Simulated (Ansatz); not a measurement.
# SiO2 (P4_2/mnm) at 2 levels of theory

One geometry, relaxed with PBE; plane waves with PAW potentials in Ansatz, scalar-relativistic. No spin polarisation. Gaps are the least over mesh and band path; pressure is positive in compression, and isn't given for hybrids.

```yaml
crystal:
  lattice:
    - [4.23593, 0.00000, 0.00000]
    - [0.00000, 4.23593, 0.00000]
    - [0.00000, 0.00000, 2.69059]
  atoms:
    - { symbol: Si, position: [0.00000, 0.00000, 0.50000] }
    - { symbol: Si, position: [0.50000, 0.50000, 0.00000] }
    - { symbol: O, position: [0.30696, 0.30696, 0.50000] }
    - { symbol: O, position: [0.19304, 0.80696, 0.00000] }
    - { symbol: O, position: [0.69304, 0.69304, 0.50000] }
    - { symbol: O, position: [0.80696, 0.19304, 0.00000] }
```

```
level  cutoff (eV)  k mesh  gap (eV)  pressure (GPa)
  PBE          420   6×6×8      5.04             0.0
```

What comes out on the same cell with HSE06?

```csv
level,cutoff (eV),k mesh,gap (eV),pressure (GPa)
HSE06,420,4×4×6,7.11,-
```

The cell was relaxed from a distorted copy of a database structure.
